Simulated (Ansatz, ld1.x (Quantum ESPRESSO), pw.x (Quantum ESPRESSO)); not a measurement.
## Mn (Z = 25): one change to the TM potential, in the atom and in the bcc crystal

Mn, norm-conserving Troullier–Martins (Kleinman–Bylander form), made with ld1.x (Quantum ESPRESSO) 7.5 (LDA (PW92), scalar-relativistic). Core [Ar], reference 3d5 4s2 4p0. Waves: 4s (bound): rc 2.55 bohr; 4p (bound, empty): rc 2.95 bohr; 3d (bound): rc 2.00 bohr. Local part: all-electron potential smoothed inside 2.10 bohr (lloc = -1). Core correction: a·sin(br)/r model core, default radius (core density twice the valence density).

Change: all radii but the core radius scaled by about 1.06 (s 2.70, p 3.12, d 2.12 bohr); local potential all-electron potential smoothed inside 2.22 bohr (lloc = -1).

Cutoffs, loose and tight: the cutoffs (Ry, on a coarse ladder) from which the occupation-weighted sum of valence levels, in a spherical-Bessel basis at the reference potential, stays within 10 and 1 mRy of its value at 400 Ry. They do not see the model core or the augmentation charge, which bear on the density cutoff. Test errors are all-electron minus pseudo excitation energies from the reference, over the configurations 3d5 4s1 4p0; 3d5 4s0 4p0; 3d4 4s0 4p0; 3d5 4s1.5 4p0; 3d5 4s1 4p1; 3d6 4s0 4p0; 3d5.5 4s1.5 4p0 (two spin-polarised tests are not counted in the largest error); variants that change the core or the reference have their own tests.

Crystal test: bcc Mn in pw.x 7.5, no spin, 17³ k-points, Fermi–Dirac smearing 0.01 Ry, cutoffs set for each file from its atomic test. The reference is all-electron LAPW (Ansatz 0.2.0) with the same functional, mesh and smearing; V0 and B0 come from Birch–Murnaghan fits to the pressures at five volumes. Errors are pseudo minus all-electron; Δ is the rms difference of the E(V) curves that follow from these fits, minima aligned, over ±6 % about the mean V0. Mesh and smearing are coarse, so the numbers serve the comparison and aren't converged zero-temperature values; the lattice is a test structure that the element need not adopt. Spin polarisation and strong correlation are left out, which matters for this element.

All-electron: a0 = 2.727 Å (V0 = 10.14 Å³/atom), B0 = 324.0 GPa.

Problem. Does the change bring the crystal closer to the all-electron result?

Solution. The mean pressure error goes from -0.74 to +2.61 GPa, so the change moves the solid further from the all-electron pressures.

```
                       quantity       base    changed
                 outcome (atom)  generated  generated
           cutoff, loose (atom)      70 Ry      60 Ry
           cutoff, tight (atom)     110 Ry     100 Ry
            bound ghosts (atom)       none       none
largest test error (meV) (atom)       -223       -236
           cutoffs in pw.x (Ry)    135/540    120/480
                         a0 (Å)      2.725      2.735
                   a0 error (%)      -0.07      +0.27
                   B0 error (%)       -0.4       -1.1
                   Δ (meV/atom)        1.6        5.7
      mean pressure error (GPa)      -0.74      +2.61
```

Base: The largest radius (2.95 bohr) exceeds half the bond length (2.23 bohr), so the spheres overlap, which is one possible source of error among others. The logarithmic derivative shows an extra or strongly shifted pseudo pole above the reference energy (s near 1.36 Ry). Changed file: The largest radius (3.12 bohr) exceeds half the bond length (2.23 bohr), so the spheres overlap, which is one possible source of error among others. The atomic cutoffs weigh occupied waves only.
